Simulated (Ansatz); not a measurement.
**Si on Nb(100): change of the work function**

Wanted: Δφ(θ) for Si/Nb(100), starting from the hollow site.

Main program and level: Ansatz 0.2.0; plane-wave DFT, RPBE, Ansatz PAW.

### 1. Set-up

The cell holds 5 atoms: 5 Nb. Cell: a = 3.300 Å, b = 3.300 Å, c = 24.600 Å, α = 90.0°, β = 90.0°, γ = 90.0°. Vacuum lies along c.

As a file:

```cif
data_structure
_symmetry_space_group_name_H-M 'P 1'
_symmetry_Int_Tables_number 1
_cell_length_a 3.3000
_cell_length_b 3.3000
_cell_length_c 24.6000
_cell_angle_alpha 90.000
_cell_angle_beta 90.000
_cell_angle_gamma 90.000
_cell_volume 267.89
loop_
_atom_site_label
_atom_site_type_symbol
_atom_site_fract_x
_atom_site_fract_y
_atom_site_fract_z
_atom_site_occupancy
Nb1 Nb 0.00000 0.00000 0.36585 1
Nb2 Nb 0.50000 0.50000 0.43293 1
Nb3 Nb 0.00000 0.00000 0.50000 1
Nb4 Nb 0.50000 0.50000 0.56707 1
Nb5 Nb 0.00000 0.00000 0.63415 1
```

### 2. The clean slab

The bare slab comes first, as the zero from which every change is counted. The two lowest layers are held at bulk places and the upper ones relax. The dipole correction removes the false field that a one-sided slab makes across the periodic vacuum, so each face gets a flat vacuum level of its own.

The input, input.yaml:

```yaml
crystal:
  lattice:
    - [3.3, 0.0, 0.0]
    - [0.0, 3.3, 0.0]
    - [0.0, 0.0, 24.6]
  atoms:
    - { symbol: Nb, position: [0.0, 0.0, 0.3658536585] }
    - { symbol: Nb, position: [0.5, 0.5, 0.4329268293] }
    - { symbol: Nb, position: [0.0, 0.0, 0.5] }
    - { symbol: Nb, position: [0.5, 0.5, 0.5670731707] }
    - { symbol: Nb, position: [0.0, 0.0, 0.6341463415] }
kpoints:
  mp_grid: { grid: [9, 9, 1] }
hamiltonian:
  xc: rpbe
scf:
  occupations: { method: fermi_dirac, width: 0.1 }
  convergence: { dr2_threshold: 1.0e-08 }
efield:
  axis: 3
  dipole_correction: true
  ramp_position: 0.97
  ramp_width: 0.06
relax:
  f_tol: 0.02
  max_steps: 60
  constraints: [{ sites: [0, 1] }]
output:
  write_potential: true
  write_density: true
  volumetric_format: npy
```

Launch:

```bash
$ ansatz run input.yaml --threads 4 --pin off --max-ram 12288MiB --backend cpu --events-out ev --progress --plain --runs-dir out
```

Numbers of over 12 decimals in the logs are rounded to 6 here.

What it wrote:

```text
Engine: ansatz 0.2.0, aarch64-unknown-linux-gnu
Pseudopotentials: kind: paw
Pseudopotential: Nb, paw, valence charge 13, recommended cutoff 420 eV (normal), Nb.paw.azcp
Functional definition: RPBE
  parameter kappa = 0.804
  parameter beta = 0.066725
  exchange = rpbe_x(kappa = kappa, mu = beta*pi^2/3)
  correlation = pbe_c(beta = beta)
Crystal: 5 atoms, lattice volume = 267.894 Å³
Basis set: ecut = 420 eV, 5307 PW (Γ), exchange–correlation on 48×48×360 points (8 copies of the dense FFT grid, shifted against one another)
Bands: 39, of which v1, the nominal top of the filled ones, is band 33 counted from 1 (32 counted from 0)
Symmetry: 8 space group operations
k-points: 15 of 81
Non-local potential: Nb, projectors of the file, l = 0: 3, l = 1: 2, l = 2: 2, l = 3: 1
PAW form: soft (Blöchl's): semilocal exchange-correlation on the pseudo side does not see the compensation charge
PAW frozen core: Nb, regenerated for the run's functional, and the local potential with it (the file was generated under x = pbe(κ = 0.804, μ = 0.219515), c = pbe(β = 0.066725))
PAW one-centre angular grid: Nb, 590 points (default); XC on 64 Gauss nodes
Initial density: superposition of atomic densities (neutral atoms: chi_scale 0, normalization atom), corrected by the library's trained network
Initial wavefunctions: pseudopotential atomic-orbital guess
Functional: x = rpbe, c = pbe(β = 0.066725)
SCF iter   1: F=—  HF=-22792.905925 eV  |F-HF|=—  |Δ(HF+E_count)|=         —  Δρ=8.30e-3  dr2=2.70e0  ethr=1.77e-3  p=0.000 e·Å  D=1.38e-14 V/Å  ΔV_dip=-0.00 eV  dr2_dipole=4.03e-8  V_vac-E_F(+/−)=3.88/3.88 eV  ⟨swp⟩=8.3  Hψ=2755  notcnv=0
efield: sawtooth ramp at fractional position 0.9700 (set: `efield.ramp_position`, or a place that a band, a saddle search or an elastic batch's reference lends), width 0.0600; the density the first Hamiltonian is built on has a dipole p = 0.000 e·Å; the dipole correction subtracts the counter field D = 1.38e-14 V/Å, which shifts the + side's vacuum level by -0.00 eV against the − side's; the planar-averaged density in the ramp window peaks in size at 1.6e-5 e/Å³
preconditioner: auto → LDOS  [metal: Δε(μ)=0.045 eV  Ē_g=2.901 eV  σ=0.100 eV  W_gap=0.11  n_scr=44 (ndim 8)  ℏωp=11.3 eV  f_vac=0.572  D(μ)=6.71/eV (n_scr^D=44)  β→1.0]
SCF iter   2: F=—  HF=-22792.826196 eV  |F-HF|=—  |Δ(HF+E_count)|=   7.97e-2  Δρ=4.72e-3  dr2=6.27e-1  ethr=1.77e-3  p=-0.000 e·Å  D=-1.79e-5 V/Å  ΔV_dip=0.00 eV  dr2_dipole=2.52e-7  V_vac-E_F(+/−)=3.45/3.45 eV  ⟨swp⟩=2.8  Hψ=796  notcnv=0
SCF iter   3: F=—  HF=-22792.808793 eV  |F-HF|=—  |Δ(HF+E_count)|=   1.74e-2  Δρ=7.10e-4  dr2=3.67e-3  ethr=9.65e-4  p=-0.000 e·Å  D=-1.11e-5 V/Å  ΔV_dip=0.00 eV  dr2_dipole=1.73e-8  V_vac-E_F(+/−)=3.57/3.57 eV  ⟨swp⟩=1.9  Hψ=677  notcnv=0
SCF iter   4: F=—  HF=-22792.810170 eV  |F-HF|=—  |Δ(HF+E_count)|=   1.38e-3  Δρ=3.17e-4  dr2=6.55e-4  ethr=5.64e-6  p=-0.000 e·Å  D=-5.64e-6 V/Å  ΔV_dip=0.00 eV  dr2_dipole=3.20e-10  V_vac-E_F(+/−)=3.55/3.55 eV  ⟨swp⟩=2.2  Hψ=797  notcnv=0
SCF iter   5: F=—  HF=-22792.810185 eV  |F-HF|=—  |Δ(HF+E_count)|=   1.48e-5  Δρ=1.20e-4  dr2=9.95e-5  ethr=1.01e-6  p=-0.000 e·Å  D=-2.92e-6 V/Å  ΔV_dip=0.00 eV  dr2_dipole=9.64e-12  V_vac-E_F(+/−)=3.55/3.55 eV  ⟨swp⟩=2.0  Hψ=787  notcnv=0
SCF iter   6: F=—  HF=-22792.810164 eV  |F-HF|=—  |Δ(HF+E_count)|=   2.12e-5  Δρ=3.87e-5  dr2=2.64e-5  ethr=1.53e-7  p=-0.000 e·Å  D=-1.48e-6 V/Å  ΔV_dip=0.00 eV  dr2_dipole=2.50e-11  V_vac-E_F(+/−)=3.56/3.56 eV  ⟨swp⟩=2.1  Hψ=795  notcnv=0
SCF iter   7: F=—  HF=-22792.810166 eV  |F-HF|=—  |Δ(HF+E_count)|=   2.29e-6  Δρ=1.90e-5  dr2=3.12e-6  ethr=4.06e-8  p=-0.000 e·Å  D=-2.86e-7 V/Å  ΔV_dip=0.00 eV  dr2_dipole=7.11e-13  V_vac-E_F(+/−)=3.57/3.57 eV  ⟨swp⟩=2.1  Hψ=759  notcnv=0
SCF iter   8: F=—  HF=-22792.810250 eV  |F-HF|=—  |Δ(HF+E_count)|=   8.40e-5  Δρ=4.99e-6  dr2=1.90e-7  ethr=4.80e-9  p=-0.000 e·Å  D=-2.91e-8 V/Å  ΔV_dip=0.00 eV  dr2_dipole=9.35e-16  V_vac-E_F(+/−)=3.57/3.57 eV  ⟨swp⟩=2.1  Hψ=804  notcnv=0
SCF iter   9: F=—  HF=-22792.810250 eV  |F-HF|=—  |Δ(HF+E_count)|=   1.00e-7  Δρ=2.22e-6  dr2=4.04e-8  ethr=2.92e-10  p=-0.000 e·Å  D=-2.55e-9 V/Å  ΔV_dip=0.00 eV  dr2_dipole=7.70e-14  V_vac-E_F(+/−)=3.57/3.57 eV  ⟨swp⟩=3.0  Hψ=1209  notcnv=0
SCF iter  10: F=-22792.810250 eV  HF=-22792.810250 eV  |F-HF|=1.71e-9  |Δ(HF+E_count)|=   1.35e-8  Δρ=6.09e-7  dr2=1.41e-9  ethr=1.54e-11  p=0.000 e·Å  D=4.11e-9 V/Å  ΔV_dip=-0.00 eV  dr2_dipole=7.63e-16  V_vac-E_F(+/−)=3.57/3.57 eV  ⟨swp⟩=10.0  Hψ=4186  notcnv=0
SCF 1 converged in 10 iterations: F = -22792.810250 eV  dr2 = 1.41e-9
  greatest PAW one-centre occupation: 0.999 electrons in one spin orbital (limit 2), on the Nb atom at site 1 (counted from 0), in its partial waves of l = 0
relax step   1: F+E_penalty+E_count = -22792.81025019 eV  Δ(F+E_penalty+E_count) = +0.000e0 eV  max|allowed force component| = 1.229e0 eV/Å  Δτ_max = 0.0000 Å  (10 SCF iters, accepted)
Initial density: handed on by an earlier stage of this run
Initial wavefunctions: those handed on with the density
SCF iter   1: F=—  HF=-22793.078883 eV  |F-HF|=—  |Δ(HF+E_count)|=         —  Δρ=1.69e-2  dr2=7.81e0  ethr=3.10e-3  p=-0.000 e·Å  D=-3.97e-8 V/Å  ΔV_dip=0.00 eV  dr2_dipole=1.69e0  V_vac-E_F(+/−)=3.65/3.65 eV  ⟨swp⟩=5.6  Hψ=1525  notcnv=0
efield: sawtooth ramp at fractional position 0.9700 (set: `efield.ramp_position`, or a place that a band, a saddle search or an elastic batch's reference lends), width 0.0600; the density the first Hamiltonian is built on has a dipole p = -0.000 e·Å; the dipole correction subtracts the counter field D = -3.97e-8 V/Å, which shifts the + side's vacuum level by +0.00 eV against the − side's; the planar-averaged density in the ramp window peaks in size at 3.0e-7 e/Å³
preconditioner: auto → LDOS  [metal: Δε(μ)=0.052 eV  Ē_g=2.893 eV  σ=0.100 eV  W_gap=0.13  n_scr=44 (ndim 8)  ℏωp=11.3 eV  f_vac=0.570  D(μ)=6.86/eV (n_scr^D=44)  β→1.0]
SCF iter   2: F=—  HF=-22792.871157 eV  |F-HF|=—  |Δ(HF+E_count)|=   2.08e-1  Δρ=6.61e-3  dr2=7.31e-1  ethr=3.10e-3  p=0.003 e·Å  D=2.17e-3 V/Å  ΔV_dip=-0.05 eV  dr2_dipole=9.91e-2  V_vac-E_F(+/−)=3.59/3.64 eV  ⟨swp⟩=2.3  Hψ=846  notcnv=0
SCF iter   3: F=—  HF=-22792.845645 eV  |F-HF|=—  |Δ(HF+E_count)|=   2.55e-2  Δρ=2.95e-3  dr2=1.23e-1  ethr=1.12e-3  p=0.004 e·Å  D=2.85e-3 V/Å  ΔV_dip=-0.07 eV  dr2_dipole=6.28e-3  V_vac-E_F(+/−)=3.53/3.60 eV  ⟨swp⟩=2.2  Hψ=832  notcnv=0
[...]
SCF iter   3: F=—  HF=-22792.918287 eV  |F-HF|=—  |Δ(HF+E_count)|=   1.94e-2  Δρ=1.23e-3  dr2=3.64e-2  ethr=8.07e-4  p=0.011 e·Å  D=7.77e-3 V/Å  ΔV_dip=-0.19 eV  dr2_dipole=4.87e-3  V_vac-E_F(+/−)=3.38/3.57 eV  ⟨swp⟩=2.0  Hψ=722  notcnv=0
SCF iter   4: F=—  HF=-22792.916756 eV  |F-HF|=—  |Δ(HF+E_count)|=   1.53e-3  Δρ=2.11e-4  dr2=3.97e-4  ethr=5.59e-5  p=0.010 e·Å  D=7.02e-3 V/Å  ΔV_dip=-0.17 eV  dr2_dipole=7.02e-6  V_vac-E_F(+/−)=3.40/3.58 eV  ⟨swp⟩=2.0  Hψ=681  notcnv=0
SCF iter   5: F=—  HF=-22792.916615 eV  |F-HF|=—  |Δ(HF+E_count)|=   1.41e-4  Δρ=7.66e-5  dr2=5.22e-5  ethr=6.11e-7  p=0.009 e·Å  D=6.10e-3 V/Å  ΔV_dip=-0.15 eV  dr2_dipole=1.07e-6  V_vac-E_F(+/−)=3.43/3.58 eV  ⟨swp⟩=3.0  Hψ=935  notcnv=0
SCF iter   6: F=—  HF=-22792.916590 eV  |F-HF|=—  |Δ(HF+E_count)|=   2.56e-5  Δρ=2.85e-5  dr2=8.76e-6  ethr=8.03e-8  p=0.008 e·Å  D=5.46e-3 V/Å  ΔV_dip=-0.13 eV  dr2_dipole=1.89e-6  V_vac-E_F(+/−)=3.44/3.58 eV  ⟨swp⟩=2.2  Hψ=841  notcnv=0
SCF iter   7: F=—  HF=-22792.916673 eV  |F-HF|=—  |Δ(HF+E_count)|=   8.30e-5  Δρ=1.36e-5  dr2=2.20e-6  ethr=1.35e-8  p=0.008 e·Å  D=5.12e-3 V/Å  ΔV_dip=-0.13 eV  dr2_dipole=5.38e-7  V_vac-E_F(+/−)=3.45/3.58 eV  ⟨swp⟩=2.7  Hψ=1126  notcnv=0
SCF iter   8: F=—  HF=-22792.916673 eV  |F-HF|=—  |Δ(HF+E_count)|=   4.82e-8  Δρ=3.66e-6  dr2=7.20e-8  ethr=3.38e-9  p=0.008 e·Å  D=5.08e-3 V/Å  ΔV_dip=-0.12 eV  dr2_dipole=5.91e-9  V_vac-E_F(+/−)=3.45/3.58 eV  ⟨swp⟩=2.3  Hψ=874  notcnv=0
SCF iter   9: F=-22792.916673 eV  HF=-22792.916673 eV  |F-HF|=2.33e-9  |Δ(HF+E_count)|=   6.42e-8  Δρ=1.03e-6  dr2=7.98e-9  ethr=1.54e-11  p=0.007 e·Å  D=5.06e-3 V/Å  ΔV_dip=-0.12 eV  dr2_dipole=6.54e-10  V_vac-E_F(+/−)=3.45/3.58 eV  ⟨swp⟩=10.5  Hψ=4392  notcnv=0
SCF 3 converged in 9 iterations: F = -22792.916673 eV  dr2 = 7.98e-9
relax step   3: F+E_penalty+E_count = -22792.91667264 eV  Δ(F+E_penalty+E_count) = -7.949e-2 eV  max|allowed force component| = 4.249e-2 eV/Å  Δτ_max = 0.1192 Å  (9 SCF iters, accepted)
SCF iter   1: F=—  HF=-22792.917157 eV  |F-HF|=—  |Δ(HF+E_count)|=         —  Δρ=6.67e-4  dr2=1.54e-2  ethr=3.00e-4  p=0.007 e·Å  D=5.06e-3 V/Å  ΔV_dip=-0.12 eV  dr2_dipole=3.60e-3  V_vac-E_F(+/−)=3.45/3.58 eV  ⟨swp⟩=1.4  Hψ=831  notcnv=0
efield: sawtooth ramp at fractional position 0.9700 (set: `efield.ramp_position`, or a place that a band, a saddle search or an elastic batch's reference lends), width 0.0600; the density the first Hamiltonian is built on has a dipole p = 0.007 e·Å; the dipole correction subtracts the counter field D = 5.06e-3 V/Å, which shifts the + side's vacuum level by -0.12 eV against the − side's; the planar-averaged density in the ramp window peaks in size at 7.5e-7 e/Å³
preconditioner: auto → LDOS  [metal: Δε(μ)=0.038 eV  Ē_g=2.865 eV  σ=0.100 eV  W_gap=0.10  n_scr=44 (ndim 8)  ℏωp=11.3 eV  f_vac=0.573  D(μ)=6.67/eV (n_scr^D=44)  β→1.0]
SCF iter   2: F=—  HF=-22792.916873 eV  |F-HF|=—  |Δ(HF+E_count)|=   2.85e-4  Δρ=2.31e-4  dr2=1.11e-3  ethr=2.37e-5  p=0.007 e·Å  D=4.95e-3 V/Å  ΔV_dip=-0.12 eV  dr2_dipole=6.23e-5  V_vac-E_F(+/−)=3.46/3.58 eV  ⟨swp⟩=1.0  Hψ=705  notcnv=0
SCF iter   3: F=—  HF=-22792.916845 eV  |F-HF|=—  |Δ(HF+E_count)|=   2.81e-5  Δρ=9.70e-5  dr2=1.69e-4  ethr=1.70e-6  p=0.007 e·Å  D=5.04e-3 V/Å  ΔV_dip=-0.12 eV  dr2_dipole=5.15e-6  V_vac-E_F(+/−)=3.45/3.58 eV  ⟨swp⟩=2.0  Hψ=692  notcnv=0
SCF iter   4: F=—  HF=-22792.916839 eV  |F-HF|=—  |Δ(HF+E_count)|=   5.66e-6  Δρ=1.95e-5  dr2=6.21e-6  ethr=2.59e-7  p=0.008 e·Å  D=5.09e-3 V/Å  ΔV_dip=-0.13 eV  dr2_dipole=1.85e-7  V_vac-E_F(+/−)=3.45/3.58 eV  ⟨swp⟩=2.1  Hψ=712  notcnv=0
SCF iter   5: F=—  HF=-22792.916889 eV  |F-HF|=—  |Δ(HF+E_count)|=   4.96e-5  Δρ=7.71e-6  dr2=1.00e-6  ethr=9.55e-9  p=0.008 e·Å  D=5.14e-3 V/Å  ΔV_dip=-0.13 eV  dr2_dipole=2.01e-8  V_vac-E_F(+/−)=3.45/3.58 eV  ⟨swp⟩=2.0  Hψ=791  notcnv=0
SCF iter   6: F=—  HF=-22792.916889 eV  |F-HF|=—  |Δ(HF+E_count)|=   1.19e-8  Δρ=2.64e-6  dr2=5.98e-8  ethr=1.54e-9  p=0.008 e·Å  D=5.18e-3 V/Å  ΔV_dip=-0.13 eV  dr2_dipole=1.70e-8  V_vac-E_F(+/−)=3.45/3.58 eV  ⟨swp⟩=2.0  Hψ=679  notcnv=0
SCF iter   7: F=-22792.916889 eV  HF=-22792.916889 eV  |F-HF|=4.22e-10  |Δ(HF+E_count)|=   1.26e-9  Δρ=6.28e-7  dr2=3.15e-9  ethr=1.54e-11  p=0.008 e·Å  D=5.20e-3 V/Å  ΔV_dip=-0.13 eV  dr2_dipole=3.49e-11  V_vac-E_F(+/−)=3.45/3.58 eV  ⟨swp⟩=10.5  Hψ=4371  notcnv=0
SCF 4 converged in 7 iterations: F = -22792.916889 eV  dr2 = 3.15e-9
relax step   4: F+E_penalty+E_count = -22792.91688873 eV  Δ(F+E_penalty+E_count) = -2.161e-4 eV  max|allowed force component| = 1.310e-3 eV/Å  Δτ_max = 0.0070 Å  (7 SCF iters, accepted)
NSCF: frozen V_eff on 15 k-points
the band table was solved once a step of the walk had ended and its energy, with any forces and stress, was formed, with the checks that follow a solve (2551 applications of the Hamiltonian). They found nothing against the state; the energy, forces and stress were not computed again (output.eigenvalues in the input reference)
WARN: The output density's exchange-correlation potential varies sharply where the density is thin. Do not read a vacuum level from v_tot or v_xc, or from such a field of the output density. On a cell that repeats whose density bears no net charge and no dipole along the vacuum's axis use v_es (v_loc + v_h of the components); under efield.dipole_correction with no amplitude use v_es + v_field, which holds any externa [...]
SCF converged after 7 iterations
Free energy (F): -22792.916889 eV
Harris-Foulkes:  -22792.916889 eV  (|F-HF|=4.22e-10)
Internal energy: -22792.697916 eV  (E = F + TS)
E sigma→0 (E₀):  -22792.807402 eV
Entropy (-TS):   -0.218973 eV (-43.795 meV/atom)
Fermi energy:    3.877539 eV
Dipole field:    D = 0.005196 V/Å  (p = 0.007692 e·Å, saw-weighted, corrected)
Work function:   Φ+ = 3.4493 eV   Φ− = 3.5772 eV
Levels:          The Fermi level and band energies are counted from a zero that moves with the ramp; work functions are not
--- Per-component energies (eV) ---
  E_band       = -1258.318615
  E_kinetic    = 1965.764785
  E_local      = -67974.173645  (includes V_loc(G=0)·N_el)
  E_nonlocal   = 597.457340
  E_hartree    = 32872.746495
  E_xc         = -874.288557
  E_vxc        = -1058.179509  (∫ρ·V_xc dr)
  E_paw        = -15400.479733  (= ΣΔE_a)
  E_vpaw       = -534.670429  (= ΣTr[D̂ρ^β])
  E_aug_tail   = 0.000035  (compensation charges beyond the density's cutoff)
  E_efield     = 0.000020  (sawtooth field / dipole correction)
  E_vefield    = -0.000240  (∫n·V_field dr)
  E_ewald      = 26020.704986
  E_core_change = -0.429641  (= ΣΔE_core)
  E_smearing   = -0.218973  (= −TS)
  E_closure    = -0.000000  (closes the sum)
  Σ components = -22792.916889   (vs F -22792.916889, Δ=0.00e0)
--- Forces (eV/Å), atoms counted from 1 ---
  atom   1  Nb    -0.00000000     0.00000000     1.09679198
  atom   2  Nb    -0.00000000     0.00000000    -1.09412872
  atom   3  Nb     0.00000000     0.00000000    -0.00052110
  atom   4  Nb     0.00000000     0.00000000    -0.00080978
  atom   5  Nb    -0.00000000     0.00000000    -0.00131046
  max |Σ_I F_I| component: 2.19e-5 eV/Å
--- Band table (eV; the first three rows and the last of 15) ---
  k-point 0: bands = [... 29 lower, 4.0386, 4.0386, 4.0525, 4.1855, 4.2412, 4.2412, 4.6528, 4.7644, ... 2 higher]
  k-point 1: bands = [... 29 lower, 3.6524, 3.8144, 3.9095, 4.0300, 4.2529, 4.3984, 4.4516, 4.7037, ... 2 higher]
  k-point 2: bands = [... 29 lower, 3.2476, 3.2836, 3.6924, 3.8633, 4.0985, 4.1010, 4.9557, 5.2373, ... 2 higher]
  k-point 14: bands = [... 29 lower, 2.8269, 2.8355, 3.8445, 3.9542, 5.7261, 5.7348, 5.9974, 6.0351, ... 2 higher]
--- Relaxed structure (4 steps of the walk, 4 accepted, 0 SCFs on fresh bases) ---
  F+E_penalty+E_count = -22792.91688873 eV   max|allowed force component| = 1.310e-3 eV/Å
  atoms:
    - { symbol: Nb, position: [0.0, 0.0, 0.365854] }
    - { symbol: Nb, position: [0.5, 0.5, 0.432927] }
    - { symbol: Nb, position: [0, 0.0, 0.500977] }
    - { symbol: Nb, position: [0.5, 0.5, 0.570425] }
    - { symbol: Nb, position: [0, 0.0, 0.629986] }
```

Run time: 15 s. Hardware: 4 threads of Arm Neoverse V1, shared host; peak memory 0.59 GiB; 56 s of CPU time.

Step by step:

```csv
step,energy less that of the first step (eV),largest force component (eV/Å)
1,0.0000,1.2287
2,-0.0269,1.2733
3,-0.1064,0.0425
4,-0.1066,0.0013
```

The run keeps the 8 symmetry operations that it works with, so distortions that break them were not tested.

The atoms that moved most (Å):

```csv
atom,dx,dy,dz,length
Nb5,0.000,0.000,-0.102,0.102
Nb4,0.000,0.000,0.082,0.082
Nb3,0.000,0.000,0.024,0.024
```

The relaxed structure:

```cif
data_structure
_symmetry_space_group_name_H-M 'P 1'
_symmetry_Int_Tables_number 1
_cell_length_a 3.3000
_cell_length_b 3.3000
_cell_length_c 24.6000
_cell_angle_alpha 90.000
_cell_angle_beta 90.000
_cell_angle_gamma 90.000
_cell_volume 267.89
loop_
_atom_site_label
_atom_site_type_symbol
_atom_site_fract_x
_atom_site_fract_y
_atom_site_fract_z
_atom_site_occupancy
Nb1 Nb 0.00000 0.00000 0.36585 1
Nb2 Nb 0.50000 0.50000 0.43293 1
Nb3 Nb 0.00000 0.00000 0.50098 1
Nb4 Nb 0.50000 0.50000 0.57042 1
Nb5 Nb 0.00000 0.00000 0.62999 1
```

Numbers from this step:

| Quantity | Value |
| --- | --- |
| energy at zero smearing | -22792.8074 eV |
| work function, upper face | 3.449 eV |
| work function, lower face | 3.577 eV |
| dipole along the normal | 0.007692 e·Å |
| step between the vacuum levels | -0.1278 eV |

Running mean over 1.65 Å of the planar mean; the ramp of the sawtooth is left out. The electron's electrostatic potential energy less the Fermi level by z:

z (Å), electron's electrostatic potential energy less the Fermi level (eV) and a bar from the least value:
```
      3.5        3.6 ##############################
      4.0        3.6 ##############################
      4.5        3.6 ##############################
      5.0        3.6 ##############################
      5.5        3.5 ##############################
      6.0        3.5 ##############################
      6.5        3.3 #############################
      7.0        2.7 ############################
      7.5        1.1 #########################
      8.0       -2.9 ##################
      8.5       -7.9 #########
      9.0      -10.7 ####
      9.5      -11.1 ###
     10.0      -11.1 ###
     10.5      -10.9 ###
     11.0      -10.9 ####
     11.5      -10.9 ####
     12.0      -11.0 ###
     12.5      -10.9 ####
     13.0      -10.6 ####
     13.5      -10.6 ####
     14.0      -11.4 ###
     14.5      -12.7 
     15.0      -12.8 
     15.5      -11.3 ###
     16.0       -8.0 #########
     16.5       -2.9 ##################
     17.0        1.1 #########################
     17.5        2.6 ############################
     18.0        3.2 #############################
     18.5        3.3 ##############################
     19.0        3.4 ##############################
     19.5        3.4 ##############################
     20.0        3.4 ##############################
     20.5        3.4 ##############################
     21.0        3.4 ##############################
     21.5        3.4 ##############################
```

The relaxation took 4 steps and lowered the energy by 0.11 eV; the largest force on the free atoms ends at 0.0013 eV/Å.

The work function of the upper face is 3.45 eV.

(Part 1 of 5 ends here.)

[Logs are printed without paths, hosts, clocks, repeated set-up lines and the standing remarks that a program may print on its own settings, such as how far it seeks lower states.]

[Hosts, paths, dates, database ids (printed as entryN), source tags and the programs' standing remarks are cut or masked in the printed files.]

[Maps of the electrostatic potential energy from Ansatz leave out the sawtooth potential of an applied field or a dipole correction, so their vacuum need not be flat; planar profiles and work functions include it.]
